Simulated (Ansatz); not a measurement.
Polymorphs of ZrSi3O8

All numbers below come from Ansatz 0.2.0, DFT PBE, scalar-relativistic, plane waves, PAW. All cells share a 420 eV cutoff and Γ-centred k meshes spaced at most about 0.3 Å⁻¹ (2π included). No spin polarisation.

The zero of energy is the elements' standard structures at the same level (O₂ as a molecule); no fitted shifts are applied.

Temperature and zero-point effects are left out. Larger cells and other orderings weren't all tried, so the list isn't exhaustive. Weakly bound directions are ill-defined at this level, which has no dispersion term (P-42m, P222), and this can change margins and order among such cells. Kohn–Sham gaps at this level usually fall short of measured ones.

Invented guesses were relaxed alike, and ends that match in structure were merged. ΔE counts from the first row. Coordination counts O atoms around Si and Zr (those within 1.25 times the shortest such distance or 1.15 times the sum of covalent radii, 1.27 where that leaves under three; a plus sign parts nearer from farther groups; a slash parts the counts of unlike sites). The ends were matched against large subsets of the Crystallography Open Database and the Materials Project, so a missing match doesn't prove that a structure is unreported.

```
#                         reached from  type and space group  atoms  Å³/atom    coordination  ΔE (meV/atom)  gap on mesh (eV)  in databases                                                checks
1      Zr/Si ordered on a cell of SiO2            C2 (No. 5)     12     18.3      Zr 4, Si 4              0              5.19      no match  no imaginary mode at Γ (other wave vectors untested)
2      Zr/Si ordered on a cell of SiO2       P-4m2 (No. 115)     12     20.2      Zr 4, Si 4             14              4.66      no match                                                     -
3    Zr and Si ordered on rutile sites         Cmmm (No. 65)     12      9.3  Zr 6, Si 4+2/6            252              2.94      no match                                                     -
4  Zr and Si ordered on fluorite sites       P-42m (No. 111)     12     13.2      Zr 4, Si 4            282              4.15      no match                                                     -
5      Zr/Si ordered on a cell of SiO2         P222 (No. 16)     12     14.4      Zr 4, Si 4            455              3.96      no match                                                     -
6  Zr and Si ordered on fluorite sites         Cmmm (No. 65)     12     10.5    Zr 4+4, Si 4            837              1.68      no match                                                     -
```

The lowest: Space group C2 (No. 5), monoclinic, a = 7.525 Å, b = 7.661 Å, c = 7.607 Å, β = 90.0°. Around Zr lie 4 O at 1.95–1.96 Å; Si on a site of symmetry 2 is surrounded by 4 O at 1.63 Å; Si on a site of symmetry 1 has 4 O at 1.63–1.64 Å; around O on its first site lie 1 Si at 1.63 Å and 1 Zr at 1.96 Å; O on its second site has 2 Si at 1.63 Å; 2 more sites not described. Its energy over the elements is −2.870 eV/atom. Whether it is stable depends on the other phases of the system, which aren't compared here. An observed structure of this formula, if there is one, may be missing.

```cif
data_structure
_symmetry_space_group_name_H-M 'P 1'
_symmetry_Int_Tables_number 1
_cell_length_a 5.3693
_cell_length_b 5.3693
_cell_length_c 7.6072
_cell_angle_alpha 90.027
_cell_angle_beta 90.027
_cell_angle_gamma 91.032
_cell_volume 219.28
loop_
_atom_site_label
_atom_site_type_symbol
_atom_site_fract_x
_atom_site_fract_y
_atom_site_fract_z
_atom_site_occupancy
Zr1 Zr 0.22973 0.77027 0.00000 1
Si1 Si 0.77322 0.22678 0.50000 1
Si2 Si 0.72508 0.72594 0.73042 1
Si3 Si 0.27406 0.27492 0.26958 1
O1 O 0.28820 0.56513 0.20889 1
O2 O 0.01054 0.21187 0.36798 1
O3 O 0.79234 0.48998 0.60557 1
O4 O 0.89181 0.71801 0.91022 1
O5 O 0.78813 0.98946 0.63202 1
O6 O 0.51002 0.20766 0.39443 1
O7 O 0.28199 0.10819 0.08978 1
O8 O 0.43487 0.71180 0.79111 1
```

The second: Space group P-4m2 (No. 115), tetragonal, a = 5.501 Å, c = 8.031 Å. Zr has 4 O at 1.94 Å; around Si on a site of symmetry 2mm lie 4 O at 1.62–1.63 Å; Si on a site of symmetry -4m2 has 4 O at 1.63 Å; around O on its first site lie 2 Si at 1.63 Å; 1 more site not described. Counting O atoms around Si and Zr, the first and the second both have Zr 4, Si 4. Shaken at random and relaxed again, row 2 falls into row 1, 14 meV/atom lower, so it is a saddle point or a shallow minimum. Cells without such a test can be saddle points.

```cif
data_structure
_symmetry_space_group_name_H-M 'P-4m2'
_symmetry_Int_Tables_number 115
_cell_length_a 5.5005
_cell_length_b 5.5005
_cell_length_c 8.0313
_cell_angle_alpha 90.000
_cell_angle_beta 90.000
_cell_angle_gamma 90.000
_cell_volume 243.00
loop_
_atom_site_label
_atom_site_type_symbol
_atom_site_symmetry_multiplicity
_atom_site_Wyckoff_symbol
_atom_site_fract_x
_atom_site_fract_y
_atom_site_fract_z
_atom_site_occupancy
Zr1 Zr 1 c 0.50000 0.50000 0.50000 1
Si1 Si 2 g 0.00000 0.50000 0.78045 1
Si2 Si 1 a 0.00000 0.00000 0.00000 1
O1 O 4 j 0.00000 0.74914 0.89142 1
O2 O 4 k 0.50000 0.23393 0.34183 1
```

Some structure types and database cells were kept out of the candidates from the start, so a known form may be missing.
